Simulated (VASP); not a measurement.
# SiO2 (Cristobalite) (P4_12_12) in VASP: further runs, part 2 of 2

VASP 6.6.1. Earlier steps stand in the parts before.

## Step 4: Relaxation of cell and atoms, LDA

File INCAR:

```
SYSTEM = SiO2
PREC = Accurate
ENCUT = 600
EDIFF = 1E-6
ISMEAR = 0
SIGMA = 0.03
LREAL = .False.
LASPH = .True.
NELM = 80
ALGO = Normal
ISIF = 3
LWAVE = .False.
LCHARG = .False.
IBRION = 2
NSW = 90
EDIFFG = -0.01
KPAR = 4
```

File KPOINTS:

```
Automatic mesh
0
Gamma
  6 6 4
  0 0 0
```

File POSCAR:

```
SiO2
1.0
    4.9820000000      0.0000000000      0.0000000000
    0.0000000000      4.9820000000      0.0000000000
    0.0000000000      0.0000000000      6.9630000000
Si O
4 8
Direct
    0.2989700000      0.2989700000      0.0000000000
    0.2010300000      0.7989700000      0.2500000000
    0.7010300000      0.7010300000      0.5000000000
    0.7989700000      0.2010300000      0.7500000000
    0.2398900000      0.1034700000      0.1781300000
    0.3965300000      0.7398900000      0.4281300000
    0.7601100000      0.8965300000      0.6781300000
    0.6034700000      0.2601100000      0.9281300000
    0.7398900000      0.3965300000      0.5718700000
    0.8965300000      0.7601100000      0.3218700000
    0.2601100000      0.6034700000      0.0718700000
    0.1034700000      0.2398900000      0.8218700000
```

Potentials or basis: VASP PAW LDA potentials, release 64 (Si, O).

Started as:

```bash
$ cat potpaw_LDA.64/Si/POTCAR potpaw_LDA.64/O/POTCAR > POTCAR
$ mpirun -np 4 vasp_std > vasp.out
```

Run time: 8.8 min. Hardware: 4 MPI ranks of Intel Xeon 6975P-C (Granite Rapids), shared host; peak memory 0.34 GiB.

Results (log left out):

```
Free energy                            : -103.7946 eV
Relaxed volume                         : 13.80 Å³/atom
Relaxed cell                           : a = 4.925 Å, b = 4.925 Å, c = 6.828 Å, α = 90.00°, β = 90.00°, γ = 90.00°
Space group after relaxing (to 0.05 Å) : P4_12_12 (No. 92)
Energy gained by relaxing              : 1.1 meV/atom
Ionic steps                            : 35
Pressure after relaxing                : 0.0 GPa
Largest force after relaxing           : 0.004 eV/Å
Band gap on the k mesh                 : 5.57 eV, direct
```

Forces on the atoms (eV/Å):
```
Si   0.003  0.003  0.000
Si  -0.003  0.003  0.000
Si  -0.003 -0.003  0.000
Si   0.003 -0.003  0.000
O    0.000  0.002 -0.003
O   -0.002  0.000 -0.003
O    0.000 -0.002 -0.003
O    0.002  0.000 -0.003
O    0.000 -0.002  0.003
O   -0.002  0.000  0.003
O    0.000  0.002  0.003
O    0.002  0.000  0.003
```

The path:
```tsv
step	energy change (eV)	largest force (eV/Å)	pressure (GPa)	volume (Å³)
1	0.0000	0.1823	0.32	172.82
2	0.0185	0.5250	-0.50	173.54
3	-0.0021	0.0325	0.10	173.00
4	-0.0024	0.0240	-0.21	173.22
5	-0.0024	0.0238	-0.20	173.22
6	-0.0027	0.0186	-0.17	173.13
7	-0.0034	0.0226	-0.08	172.88
8	-0.0032	0.0517	0.09	172.36
9	-0.0036	0.0344	-0.02	172.66
10	-0.0041	0.0323	-0.04	172.49
11	-0.0051	0.0576	-0.14	171.97
12	-0.0056	0.1382	-0.31	170.94
13	-0.0057	0.1109	-0.25	171.28
14	-0.0058	0.1077	-0.25	171.23
15	-0.0061	0.0977	-0.24	171.10
16	-0.0066	0.0784	-0.23	170.85
17	-0.0071	0.0434	-0.21	170.34
18	-0.0066	0.1627	-0.16	169.32
19	-0.0072	0.0733	-0.19	170.07
20	-0.0074	0.0706	-0.14	169.94
21	-0.0079	0.0616	0.02	169.55
22	-0.0084	0.0438	0.32	168.77
23	-0.0090	0.0421	0.27	168.63
24	-0.0105	0.0448	0.09	168.18
25	-0.0116	0.0633	-0.31	167.30
26	-0.0121	0.0331	-0.24	166.91
27	-0.0122	0.0374	-0.19	166.61
28	-0.0126	0.0293	-0.04	166.37
29	-0.0127	0.0330	0.13	166.10
30	-0.0129	0.0274	0.12	166.03
31	-0.0134	0.0142	0.09	165.80
32	-0.0134	0.0394	0.04	165.35
33	-0.0136	0.0225	0.06	165.57
34	-0.0135	0.0362	-0.05	165.61
35	-0.0136	0.0038	0.02	165.58
```

Final structure:
```cif
data_structure
_symmetry_space_group_name_H-M 'P 1'
_symmetry_Int_Tables_number 1
_cell_length_a 4.9245
_cell_length_b 4.9245
_cell_length_c 6.8278
_cell_angle_alpha 90.000
_cell_angle_beta 90.000
_cell_angle_gamma 90.000
_cell_volume 165.58
loop_
_atom_site_label
_atom_site_type_symbol
_atom_site_fract_x
_atom_site_fract_y
_atom_site_fract_z
_atom_site_occupancy
Si1 Si 0.30732 0.30732 0.00000 1
Si2 Si 0.19268 0.80732 0.25000 1
Si3 Si 0.69268 0.69268 0.50000 1
Si4 Si 0.80732 0.19268 0.75000 1
O1 O 0.23619 0.11867 0.18576 1
O2 O 0.38133 0.73619 0.43576 1
O3 O 0.76381 0.88133 0.68576 1
O4 O 0.61867 0.26381 0.93576 1
O5 O 0.73619 0.38133 0.56424 1
O6 O 0.88133 0.76381 0.31424 1
O7 O 0.26381 0.61867 0.06424 1
O8 O 0.11867 0.23619 0.81424 1
```

Levels at points of the mesh, in eV from the valence-band top:
| k point | band 28 | band 29 | band 30 | band 31 | band 32 | band 33 | band 34 | band 35 | band 36 | band 37 |
| --- | --- | --- | --- | --- | --- | --- | --- | --- | --- | --- |
| (0.00, 0.00, 0.00) | -1.31 | -0.69 | -0.34 | -0.34 | 0.00 | 5.57 | 8.60 | 8.60 | 9.22 | 9.22 |
| (0.50, 0.00, 0.00) | -1.00 | -0.67 | -0.67 | -0.51 | -0.51 | 7.65 | 7.65 | 9.01 | 9.01 | 9.71 |
| (0.50, 0.50, 0.00) | -1.31 | -0.60 | -0.60 | -0.53 | -0.53 | 8.55 | 8.55 | 8.68 | 8.68 | 9.50 |
| (0.00, 0.00, 0.50) | -0.91 | -0.57 | -0.57 | -0.39 | -0.39 | 6.87 | 6.87 | 9.13 | 9.13 | 9.61 |
| (0.50, 0.00, 0.50) | -1.02 | -0.93 | -0.93 | -0.19 | -0.19 | 8.03 | 8.03 | 8.84 | 8.84 | 9.17 |
| (0.50, 0.50, 0.50) | -1.35 | -0.59 | -0.59 | -0.59 | -0.59 | 9.04 | 9.04 | 9.04 | 9.04 | 9.67 |

A k mesh can miss the band edges. As with any semilocal functional, this LDA gap is likely too small.

## Step 5: Relaxation of cell and atoms, LDA

This run uses another cell than the first one, of 13.80 Å³/atom, 0.958 times its volume.

INCAR: that of step 4 with these lines changed.

```diff
@@ -3,3 +3,3 @@
 ENCUT = 600
-EDIFF = 1E-6
+EDIFF = 1E-7
 ISMEAR = 0
@@ -15,3 +15,3 @@
 NSW = 90
-EDIFFG = -0.01
+EDIFFG = -0.005
 KPAR = 4
```

KPOINTS is that of step 4.

File POSCAR:

```
SiO2                                    
1.0
    4.9245029971     -0.0000000000      0.0000000000
   -0.0000000000      4.9245029971      0.0000000000
   -0.0000000000      0.0000000000      6.8278390528
  Si              O             
     4     8
Direct
     0.3073242868830157    0.3073242868830157    0.0000000000000000
     0.1926757131169843    0.8073242868830161    0.2500000000000000
     0.6926757131169839    0.6926757131169839    0.5000000000000000
     0.8073242868830161    0.1926757131169843    0.7500000000000000
     0.2361942811161671    0.1186722153174749    0.1857627444137098
     0.3813277846825248    0.7361942811161676    0.4357627444137097
     0.7638057188838324    0.8813277846825249    0.6857627444137099
     0.6186722153174751    0.2638057188838330    0.9357627444137099
     0.7361942811161676    0.3813277846825248    0.5642372555862901
     0.8813277846825249    0.7638057188838324    0.3142372555862903
     0.2638057188838330    0.6186722153174751    0.0642372555862902
     0.1186722153174749    0.2361942811161671    0.8142372555862901
```

Started as:

```bash
$ cat potpaw_LDA.64/Si/POTCAR potpaw_LDA.64/O/POTCAR > POTCAR
$ mpirun -np 4 vasp_std > vasp.out
```

It took 65 s on 4 MPI ranks of Intel Xeon 6975P-C (Granite Rapids), shared host; peak memory 0.33 GiB.

Results (log left out):

```
Free energy                            : -103.7754 eV
Relaxed volume                         : 13.81 Å³/atom
Relaxed cell                           : a = 4.926 Å, b = 4.926 Å, c = 6.828 Å, α = 90.00°, β = 90.00°, γ = 90.00°
Space group after relaxing (to 0.05 Å) : P4_12_12 (No. 92)
Energy gained by relaxing              : 0.0 meV/atom
Ionic steps                            : 4
Pressure after relaxing                : 0.0 GPa
Largest force after relaxing           : 0.005 eV/Å
Band gap on the k mesh                 : 5.57 eV, direct
```

Forces on the atoms (eV/Å):
```
Si  -0.002 -0.002  0.000
Si   0.002 -0.002  0.000
Si   0.002  0.002  0.000
Si  -0.002  0.002  0.000
O    0.001  0.001 -0.005
O   -0.001  0.001 -0.005
O   -0.001 -0.001 -0.005
O    0.001 -0.001 -0.005
O    0.001 -0.001  0.005
O   -0.001 -0.001  0.005
O   -0.001  0.001  0.005
O    0.001  0.001  0.005
```

Final structure:
```yaml
crystal:
  lattice:
    - [4.92556, 0.00000, 0.00000]
    - [0.00000, 4.92556, 0.00000]
    - [0.00000, 0.00000, 6.82835]
  atoms:
    - { symbol: Si, position: [0.30738, 0.30738, 0.00000] }
    - { symbol: Si, position: [0.19262, 0.80738, 0.25000] }
    - { symbol: Si, position: [0.69262, 0.69262, 0.50000] }
    - { symbol: Si, position: [0.80738, 0.19262, 0.75000] }
    - { symbol: O, position: [0.23620, 0.11867, 0.18573] }
    - { symbol: O, position: [0.38133, 0.73620, 0.43573] }
    - { symbol: O, position: [0.76380, 0.88133, 0.68573] }
    - { symbol: O, position: [0.61867, 0.26380, 0.93573] }
    - { symbol: O, position: [0.73620, 0.38133, 0.56427] }
    - { symbol: O, position: [0.88133, 0.76380, 0.31427] }
    - { symbol: O, position: [0.26380, 0.61867, 0.06427] }
    - { symbol: O, position: [0.11867, 0.23620, 0.81427] }
```

Levels at points of the mesh, in eV from the valence-band top:
```tsv
k point	band 29	band 30	band 31	band 32	band 33	band 34	band 35	band 36
(0.00, 0.00, 0.00)	-0.69	-0.34	-0.34	0.00	5.57	8.60	8.60	9.22
(0.50, 0.00, 0.00)	-0.67	-0.67	-0.51	-0.51	7.65	7.65	9.01	9.01
(0.50, 0.50, 0.00)	-0.60	-0.60	-0.53	-0.53	8.55	8.55	8.68	8.68
(0.00, 0.00, 0.50)	-0.57	-0.57	-0.39	-0.39	6.87	6.87	9.13	9.13
(0.50, 0.00, 0.50)	-0.93	-0.93	-0.19	-0.19	8.02	8.02	8.84	8.84
(0.50, 0.50, 0.50)	-0.59	-0.59	-0.59	-0.59	9.04	9.04	9.04	9.04
```

A k mesh can miss the band edges. LDA gaps usually lie below the measured ones, often by a third to a half.

## Step 6: Relaxation of cell and atoms, PBEsol

File INCAR:

```
ALGO = Normal
EDIFF = 1E-6
EDIFFG = -0.01
ENCUT = 600
GGA = PS
IBRION = 2
ISIF = 3
ISMEAR = 0
KPAR = 4
LASPH = T
LCHARG = F
LREAL = F
LWAVE = F
NELM = 80
NSW = 90
PREC = Accurate
SIGMA = 0.03
```

File KPOINTS:

```
k-points
0
Gamma
  6 6 4
```

File POSCAR:

```
SiO2
1.0
    4.9820000000      0.0000000000      0.0000000000
    0.0000000000      4.9820000000      0.0000000000
    0.0000000000      0.0000000000      6.9630000000
Si O
4 8
Direct
    0.2989700000      0.2989700000      0.0000000000
    0.2010300000      0.7989700000      0.2500000000
    0.7010300000      0.7010300000      0.5000000000
    0.7989700000      0.2010300000      0.7500000000
    0.2398900000      0.1034700000      0.1781300000
    0.3965300000      0.7398900000      0.4281300000
    0.7601100000      0.8965300000      0.6781300000
    0.6034700000      0.2601100000      0.9281300000
    0.7398900000      0.3965300000      0.5718700000
    0.8965300000      0.7601100000      0.3218700000
    0.2601100000      0.6034700000      0.0718700000
    0.1034700000      0.2398900000      0.8218700000
```

Potentials or basis: VASP PAW PBE potentials, release 64 (Si, O).

Started as:

```bash
$ cat potpaw_PBE.64/Si/POTCAR potpaw_PBE.64/O/POTCAR > POTCAR
$ mpirun -np 4 vasp_std > vasp.out
```

Run time: 4.3 min. Hardware: 4 MPI ranks of Intel Xeon 6975P-C (Granite Rapids), shared host; peak memory 0.39 GiB.

Results (log left out):

| Quantity | Value |
| --- | --- |
| Free energy | -98.7140 eV |
| Relaxed volume | 14.73 Å³/atom |
| Relaxed cell | a = 5.024 Å, b = 5.024 Å, c = 7.003 Å, α = 90.00°, β = 90.00°, γ = 90.00° |
| Space group after relaxing (to 0.05 Å) | P4_12_12 (No. 92) |
| Energy gained by relaxing | 4.9 meV/atom |
| Ionic steps | 11 |
| Pressure after relaxing | 0.0 GPa |
| Largest force after relaxing | 0.008 eV/Å |
| Band gap on the k mesh | 5.57 eV, direct |

Forces on the atoms (eV/Å):
```
Si  -0.003 -0.003  0.000
Si   0.003 -0.003  0.000
Si   0.003  0.003  0.000
Si  -0.003  0.003  0.000
O    0.000 -0.003  0.007
O    0.003  0.000  0.007
O    0.000  0.003  0.007
O   -0.003  0.000  0.007
O    0.000  0.003 -0.007
O    0.003  0.000 -0.007
O    0.000 -0.003 -0.007
O   -0.003  0.000 -0.007
```

The path:
```csv
step,energy change (eV),largest force (eV/Å),pressure (GPa),volume (Å³)
1,0.0000,0.3186,4.28,172.82
2,0.0795,0.6074,-5.49,182.63
3,-0.0573,0.1328,0.17,176.57
4,-0.0573,0.1275,0.24,176.50
5,-0.0496,0.3473,-0.48,177.25
6,-0.0588,0.0153,0.04,176.71
7,-0.0588,0.0177,0.03,176.72
8,-0.0589,0.0127,-0.05,176.80
9,-0.0590,0.0102,-0.13,176.89
10,-0.0591,0.0060,-0.07,176.84
11,-0.0591,0.0076,0.02,176.76
```

Final structure:
```cif
data_structure
_symmetry_space_group_name_H-M 'P 1'
_symmetry_Int_Tables_number 1
_cell_length_a 5.0240
_cell_length_b 5.0240
_cell_length_c 7.0029
_cell_angle_alpha 90.000
_cell_angle_beta 90.000
_cell_angle_gamma 90.000
_cell_volume 176.76
loop_
_atom_site_label
_atom_site_type_symbol
_atom_site_fract_x
_atom_site_fract_y
_atom_site_fract_z
_atom_site_occupancy
Si1 Si 0.29928 0.29928 0.00000 1
Si2 Si 0.20072 0.79928 0.25000 1
Si3 Si 0.70072 0.70072 0.50000 1
Si4 Si 0.79928 0.20072 0.75000 1
O1 O 0.23926 0.10366 0.17886 1
O2 O 0.39634 0.73926 0.42886 1
O3 O 0.76074 0.89634 0.67886 1
O4 O 0.60366 0.26074 0.92886 1
O5 O 0.73926 0.39634 0.57114 1
O6 O 0.89634 0.76074 0.32114 1
O7 O 0.26074 0.60366 0.07114 1
O8 O 0.10366 0.23926 0.82114 1
```

Levels at points of the mesh, in eV from the valence-band top:
| k point | band 29 | band 30 | band 31 | band 32 | band 33 | band 34 | band 35 | band 36 |
| --- | --- | --- | --- | --- | --- | --- | --- | --- |
| (0.00, 0.00, 0.00) | -0.67 | -0.28 | -0.28 | 0.00 | 5.57 | 8.63 | 8.63 | 9.00 |
| (0.50, 0.00, 0.00) | -0.64 | -0.64 | -0.48 | -0.48 | 7.57 | 7.57 | 9.09 | 9.09 |
| (0.50, 0.50, 0.00) | -0.59 | -0.59 | -0.54 | -0.54 | 8.55 | 8.55 | 8.64 | 8.64 |
| (0.00, 0.00, 0.50) | -0.52 | -0.52 | -0.39 | -0.39 | 6.80 | 6.80 | 9.23 | 9.23 |
| (0.50, 0.00, 0.50) | -0.92 | -0.92 | -0.17 | -0.17 | 7.82 | 7.82 | 8.85 | 8.85 |
| (0.50, 0.50, 0.50) | -0.63 | -0.63 | -0.63 | -0.63 | 9.05 | 9.05 | 9.05 | 9.05 |

Caveat: the PAW data sets were made with another functional, which shifts forces and pressure a little.
